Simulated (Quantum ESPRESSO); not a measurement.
# Cr (Cmcm) in Quantum ESPRESSO: reference runs

How does Cr come out in PBE? The cell is run as given.

All numbers are computed with Quantum ESPRESSO 7.5; they aren't measurements. Logs are shortened: lines on timing, memory, paths and dates and some standing lists are left out, and cuts for length are marked.

## Step 1: Starting point

It takes space group Cmcm (No. 63, orthorhombic). The conventional cell has a = 2.294 Å, b = 4.934 Å, c = 4.064 Å, α = 90.00°, β = 90.00°, γ = 90.00°. Cr (site symmetry m2m) is surrounded by 8 Cr at 2.29 to 2.62 Å.

This isn't the form of Cr at room conditions, which is bcc.

## Step 2: Single point, PBE, collinear spin, ferromagnetic start

pw.in reads:

```
&CONTROL
  calculation = 'scf'
  prefix = 'pwscf'
  outdir = './tmp'
  pseudo_dir = './pseudo'
  tprnfor = .true.
  tstress = .true.
  disk_io = 'low'
/
&SYSTEM
  ibrav = 0
  celldm(1) = 8
  nat = 2
  ntyp = 1
  ecutwfc = 55
  ecutrho = 440
  nbnd = 24
  occupations = 'smearing'
  smearing = 'fd'
  degauss = 0.00367493
  nspin = 2
  starting_magnetization(1) = 0.2143
/
&ELECTRONS
  conv_thr = 4d-10
  electron_maxstep = 120
  mixing_beta = 0.3
/
ATOMIC_SPECIES
Cr    51.9961 cr_pbe_v1.5.uspp.F.UPF
CELL_PARAMETERS alat
  0.2709514131955  -0.5827502274215   0.0000000000000
  0.2709514131955   0.5827502274215   0.0000000000000
  0.0000000000000   0.0000000000000   0.9600542729969
ATOMIC_POSITIONS crystal
Cr     0.8705325800    0.1294674200    0.7500000000
Cr     0.1294674200    0.8705325800    0.2500000000
K_POINTS automatic
13 13 7 0 0 0
```

pp_density.in reads:

```
&INPUTPP
  prefix = 'pwscf'
  outdir = './tmp'
  filplot = 'density.dat'
  plot_num = 0
/
&PLOT
  nfile = 1
  filepp(1) = 'density.dat'
  iflag = 3
  output_format = 6
  fileout = 'density.cube'
/
```

pp_potential.in reads:

```
&INPUTPP
  prefix = 'pwscf'
  outdir = './tmp'
  filplot = 'potential.dat'
  plot_num = 11
/
&PLOT
  nfile = 1
  filepp(1) = 'potential.dat'
  iflag = 3
  output_format = 6
  fileout = 'potential.cube'
/
```

pp_spin.in reads:

```
&INPUTPP
  prefix = 'pwscf'
  outdir = './tmp'
  filplot = 'spin.dat'
  plot_num = 6
/
&PLOT
  nfile = 1
  filepp(1) = 'spin.dat'
  iflag = 3
  output_format = 6
  fileout = 'spin.cube'
/
```

Potentials or basis: SSSP 1.3 efficiency PBE.

The run is started by

```
OMP_NUM_THREADS=1 mpirun -n 2 pw.x -nk 2 -in pw.in > pw.out
OMP_NUM_THREADS=1 mpirun -n 1 pp.x -in pp_density.in > pp_density.out
OMP_NUM_THREADS=1 mpirun -n 1 pp.x -in pp_potential.in > pp_potential.out
OMP_NUM_THREADS=1 mpirun -n 1 pp.x -in pp_spin.in > pp_spin.out
```

pw.out:

```text
This program is part of the open-source Quantum ESPRESSO suite
     for quantum simulation of materials; please cite
[... 13 lines left out ...]
     --------------------
     sticks:   dense  smooth     PW     G-vecs:    dense   smooth      PW
     Sum         709     357    123                24175     8529    1767

     Using Slab Decomposition

     bravais-lattice index     =            0
     lattice parameter (alat)  =       8.0000  a.u.
     unit-cell volume          =     155.2278 (a.u.)^3
     number of atoms/cell      =            2
     number of atomic types    =            1
     number of electrons       =        28.00
     number of Kohn-Sham states=           24
     kinetic-energy cutoff     =      55.0000  Ry
     charge density cutoff     =     440.0000  Ry
     scf convergence threshold =      4.0E-10
     mixing beta               =       0.3000
     number of iterations used =            8  plain     mixing
     Exchange-correlation=  SLA  PW   PBX  PBC
                           (   1   4   3   4   0   0   0)

     celldm(1)=   8.000000  celldm(2)=   0.000000  celldm(3)=   0.000000
     celldm(4)=   0.000000  celldm(5)=   0.000000  celldm(6)=   0.000000

     crystal axes: (cart. coord. in units of alat)
               a(1) = (   0.270951  -0.582750   0.000000 )
               a(2) = (   0.270951   0.582750   0.000000 )
               a(3) = (   0.000000   0.000000   0.960054 )

     reciprocal axes: (cart. coord. in units 2 pi/alat)
               b(1) = (  1.845349 -0.858001  0.000000 )
               b(2) = (  1.845349  0.858001 -0.000000 )
               b(3) = ( -0.000000  0.000000  1.041608 )

     PseudoPot. # 1 for Cr read from file:
     cr_pbe_v1.5.uspp.F.UPF
     Pseudo is Ultrasoft + core correction, Zval = 14.0
     Generated by new atomic code, or converted to UPF format
     Using radial grid of  857 points,  6 beta functions with:
                l(1) =   0
                l(2) =   0
                l(3) =   1
                l(4) =   1
                l(5) =   2
                l(6) =   2
     Q(r) pseudized with  8 coefficients,  rinner =    0.950   0.950   0.950
                                                       0.950   0.950

     atomic species   valence    mass     pseudopotential
     Cr               14.00    51.99610     Cr( 1.00)

     Starting magnetic structure
     atomic species   magnetization
     Cr              0.214

      8 Sym. Ops., with inversion, found ( 4 have fractional translation)

   Cartesian axes

     site n.     atom                  positions (alat units)
         1        Cr     tau(   1) = (   0.2709514  -0.4318559   0.7200407  )
         2        Cr     tau(   2) = (   0.2709514   0.4318559   0.2400136  )

     number of k points=   196  Fermi-Dirac smearing, width (Ry)=  0.0037

     Number of k-points >= 100: set verbosity='high' to print them.

     Dense  grid:    24175 G-vectors     FFT dimensions: (  36,  36,  54)

     Smooth grid:     8529 G-vectors     FFT dimensions: (  25,  25,  40)

     Check: negative core charge=   -0.000009
     Generating pointlists ...
     new r_m :   0.2235 (alat units)  1.7883 (a.u.) for type    1

     Initial potential from superposition of free atoms

     starting charge      26.0000, renormalised to      28.0000

     negative rho (up, down):  9.380E-04 6.069E-04
     Starting wfcs are   20 randomized atomic wfcs +    4 random wfcs

     Self-consistent Calculation

     iteration #  1     ecut=    55.00 Ry     beta= 0.30
     Davidson diagonalization with overlap
     ethr =  1.00E-02,  avg # of iterations =  5.7

     negative rho (up, down):  1.587E-03 2.034E-03

     total energy              =    -350.40622286 Ry
     estimated scf accuracy    <       4.05530484 Ry

     total magnetization       =     1.70 Bohr mag/cell
     absolute magnetization    =     1.71 Bohr mag/cell

     iteration #  2     ecut=    55.00 Ry     beta= 0.30
     Davidson diagonalization with overlap
     ethr =  1.00E-02,  avg # of iterations =  2.0

     negative rho (up, down):  8.682E-04 2.739E-03

     total energy              =    -350.82786217 Ry
     estimated scf accuracy    <       0.25063347 Ry

     total magnetization       =     2.15 Bohr mag/cell
     absolute magnetization    =     2.16 Bohr mag/cell

     iteration #  3     ecut=    55.00 Ry     beta= 0.30
     Davidson diagonalization with overlap
     ethr =  8.95E-04,  avg # of iterations =  2.3

     negative rho (up, down):  0.000E+00 2.814E-03

     total energy              =    -350.90313913 Ry
     estimated scf accuracy    <       0.04694455 Ry

     total magnetization       =     2.02 Bohr mag/cell
     absolute magnetization    =     2.02 Bohr mag/cell

     iteration #  4     ecut=    55.00 Ry     beta= 0.30
     Davidson diagonalization with overlap
     ethr =  1.68E-04,  avg # of iterations =  2.7

     negative rho (up, down):  0.000E+00 2.914E-03

     total energy              =    -350.86112468 Ry
     estimated scf accuracy    <       0.19843028 Ry

     total magnetization       =     0.69 Bohr mag/cell
     absolute magnetization    =     0.73 Bohr mag/cell

     iteration #  5     ecut=    55.00 Ry     beta= 0.30
     Davidson diagonalization with overlap
     ethr =  1.68E-04,  avg # of iterations =  3.1

     negative rho (up, down):  0.000E+00 2.642E-03

     total energy              =    -350.95255211 Ry
     estimated scf accuracy    <       0.07009938 Ry

     total magnetization       =     0.79 Bohr mag/cell
     absolute magnetization    =     0.81 Bohr mag/cell

     iteration #  6     ecut=    55.00 Ry     beta= 0.30
     Davidson diagonalization with overlap
     ethr =  1.68E-04,  avg # of iterations =  1.0

     negative rho (up, down):  0.000E+00 2.380E-03

     total energy              =    -350.92462701 Ry
     estimated scf accuracy    <       0.06605015 Ry

     total magnetization       =     0.63 Bohr mag/cell
     absolute magnetization    =     0.65 Bohr mag/cell

     iteration #  7     ecut=    55.00 Ry     beta= 0.30
     Davidson diagonalization with overlap
     ethr =  1.68E-04,  avg # of iterations =  2.0

     negative rho (up, down):  7.584E-04 1.209E-03

     total energy              =    -350.93364724 Ry
     estimated scf accuracy    <       0.00326095 Ry

     total magnetization       =     0.68 Bohr mag/cell
     absolute magnetization    =     0.70 Bohr mag/cell

     iteration #  8     ecut=    55.00 Ry     beta= 0.30
     Davidson diagonalization with overlap
     ethr =  1.16E-05,  avg # of iterations =  2.2

     negative rho (up, down):  7.768E-04 1.199E-03

     total energy              =    -350.93809821 Ry
     estimated scf accuracy    <       0.00010295 Ry

     total magnetization       =     0.17 Bohr mag/cell
     absolute magnetization    =     0.18 Bohr mag/cell

     iteration #  9     ecut=    55.00 Ry     beta= 0.30
     Davidson diagonalization with overlap
     ethr =  3.68E-07,  avg # of iterations =  2.1

     negative rho (up, down):  8.564E-04 1.128E-03

     total energy              =    -350.93818369 Ry
     estimated scf accuracy    <       0.00007844 Ry

     total magnetization       =     0.16 Bohr mag/cell
     absolute magnetization    =     0.17 Bohr mag/cell

     iteration # 10     ecut=    55.00 Ry     beta= 0.30
     Davidson diagonalization with overlap
     ethr =  2.80E-07,  avg # of iterations =  2.0

     negative rho (up, down):  9.709E-04 1.027E-03

     total energy              =    -350.93823411 Ry
     estimated scf accuracy    <       0.00004451 Ry

     total magnetization       =     0.11 Bohr mag/cell
     absolute magnetization    =     0.11 Bohr mag/cell

     iteration # 11     ecut=    55.00 Ry     beta= 0.30
     Davidson diagonalization with overlap
     ethr =  1.59E-07,  avg # of iterations =  2.0

     negative rho (up, down):  1.003E-03 9.978E-04

     total energy              =    -350.93831607 Ry
     estimated scf accuracy    <       0.00000896 Ry

     total magnetization       =     0.04 Bohr mag/cell
     absolute magnetization    =     0.04 Bohr mag/cell

     iteration # 12     ecut=    55.00 Ry     beta= 0.30
     Davidson diagonalization with overlap
     ethr =  3.20E-08,  avg # of iterations =  2.0

     negative rho (up, down):  1.010E-03 9.728E-04

     total energy              =    -350.93831748 Ry
     estimated scf accuracy    <       0.00000333 Ry

     total magnetization       =     0.01 Bohr mag/cell
     absolute magnetization    =     0.02 Bohr mag/cell

     iteration # 13     ecut=    55.00 Ry     beta= 0.30
     Davidson diagonalization with overlap
     ethr =  1.19E-08,  avg # of iterations =  2.0

     negative rho (up, down):  9.940E-04 9.900E-04

     total energy              =    -350.93833047 Ry
     estimated scf accuracy    <       0.00000124 Ry

     total magnetization       =    -0.01 Bohr mag/cell
     absolute magnetization    =     0.01 Bohr mag/cell

     iteration # 14     ecut=    55.00 Ry     beta= 0.30
     Davidson diagonalization with overlap
     ethr =  4.43E-09,  avg # of iterations =  1.5

     negative rho (up, down):  9.996E-04 9.885E-04

     total energy              =    -350.93833187 Ry
     estimated scf accuracy    <       0.00000017 Ry

     total magnetization       =    -0.00 Bohr mag/cell
     absolute magnetization    =     0.00 Bohr mag/cell

     iteration # 15     ecut=    55.00 Ry     beta= 0.30
     Davidson diagonalization with overlap
     ethr =  6.21E-10,  avg # of iterations =  2.0

     negative rho (up, down):  9.913E-04 9.930E-04

     total energy              =    -350.93833195 Ry
     estimated scf accuracy    <       0.00000012 Ry

     total magnetization       =    -0.00 Bohr mag/cell
     absolute magnetization    =     0.00 Bohr mag/cell

     iteration # 16     ecut=    55.00 Ry     beta= 0.30
     Davidson diagonalization with overlap
     ethr =  4.18E-10,  avg # of iterations =  2.0

     negative rho (up, down):  9.921E-04 9.927E-04

     total energy              =    -350.93833208 Ry
     estimated scf accuracy    <          8.2E-09 Ry

     total magnetization       =     0.00 Bohr mag/cell
     absolute magnetization    =     0.00 Bohr mag/cell

     iteration # 17     ecut=    55.00 Ry     beta= 0.30
     Davidson diagonalization with overlap
     ethr =  2.94E-11,  avg # of iterations =  2.0

     negative rho (up, down):  9.916E-04 9.928E-04

     total energy              =    -350.93833209 Ry
     estimated scf accuracy    <          6.4E-09 Ry

     total magnetization       =    -0.00 Bohr mag/cell
     absolute magnetization    =     0.00 Bohr mag/cell

     iteration # 18     ecut=    55.00 Ry     beta= 0.30
     Davidson diagonalization with overlap
     ethr =  2.27E-11,  avg # of iterations =  1.5

     negative rho (up, down):  9.925E-04 9.924E-04

     total energy              =    -350.93833210 Ry
     estimated scf accuracy    <          4.7E-10 Ry

     total magnetization       =    -0.00 Bohr mag/cell
     absolute magnetization    =     0.00 Bohr mag/cell

     iteration # 19     ecut=    55.00 Ry     beta= 0.30
     Davidson diagonalization with overlap
     ethr =  1.68E-12,  avg # of iterations =  2.0

     negative rho (up, down):  9.925E-04 9.924E-04

     Magnetic moment per site  (integrated on atomic sphere of radius R)
     atom   1 (R=0.224)  charge= 11.8253  magn= -0.0000
     atom   2 (R=0.224)  charge= 11.8253  magn= -0.0000

     End of self-consistent calculation

     Number of k-points >= 100: set verbosity='high' to print the bands.

     the Fermi energy is    19.5638 ev

!    total energy              =    -350.93833210 Ry
     estimated scf accuracy    <          4.2E-11 Ry
     smearing contrib. (-TS)   =      -0.00172941 Ry
     internal energy E=F+TS    =    -350.93660268 Ry

     The total energy is F=E-TS. E is the sum of the following terms:
     one-electron contribution =    -115.27162475 Ry
     hartree contribution      =      73.95377151 Ry
     xc contribution           =     -44.94675489 Ry
     ewald contribution        =    -264.67199456 Ry

     total magnetization       =    -0.00 Bohr mag/cell
     absolute magnetization    =     0.00 Bohr mag/cell

     convergence has been achieved in  19 iterations

     negative rho (up, down):  9.925E-04 9.924E-04

     Forces acting on atoms (cartesian axes, Ry/au):

     atom    1 type  1   force =     0.00000000    0.00721034    0.00000000
     atom    2 type  1   force =    -0.00000000   -0.00721034    0.00000000

     Total force =     0.010197     Total SCF correction =     0.000001

     Computing stress (Cartesian axis) and pressure

     negative rho (up, down):  9.925E-04 9.924E-04
          total   stress  (Ry/bohr**3)                   (kbar)     P=       74.75
   0.00050974  -0.00000000   0.00000000           74.99       -0.00        0.00
  -0.00000000   0.00028188   0.00000000           -0.00       41.47        0.00
   0.00000000   0.00000000   0.00073283            0.00        0.00      107.80

=------------------------------------------------------------------------------=
   JOB DONE.
=------------------------------------------------------------------------------=
```

It took 69 s on 2 MPI ranks of Intel Xeon 6975P-C (Granite Rapids), shared host; peak memory 0.34 GiB.

What came out:

- Free energy: -4774.7593 eV
- Pressure: 7.5 GPa
- Largest force: 0.185 eV/Å
- Band gap on the k mesh: none (metal or under the smearing width)
- Net moment: 0.00 μB per cell
- Absolute moment: 0.00 μB per cell
- Valence electrons inside the program's atomic spheres: Cr 11.83

Forces on the atoms (eV/Å):
```
Cr   0.000  0.185  0.000
Cr   0.000 -0.185  0.000
```

Levels at points of the mesh, in eV from the Fermi level:
Spin up:
```csv
k point,band 12,band 13,band 14,band 15,band 16,band 17
"(0.00, 0.00, 0.00)",-1.94,-0.86,0.19,0.97,1.03,1.07
```
Spin down:
| k point | band 11 | band 12 | band 13 | band 14 | band 15 | band 16 | band 17 | band 18 |
| --- | --- | --- | --- | --- | --- | --- | --- | --- |
| (0.00, 0.00, 0.00) | -2.16 | -1.94 | -0.86 | 0.18 | 0.97 | 1.03 | 1.07 | 1.71 |

Caveat: the starting moments collapsed, and a magnetic state may lie lower.
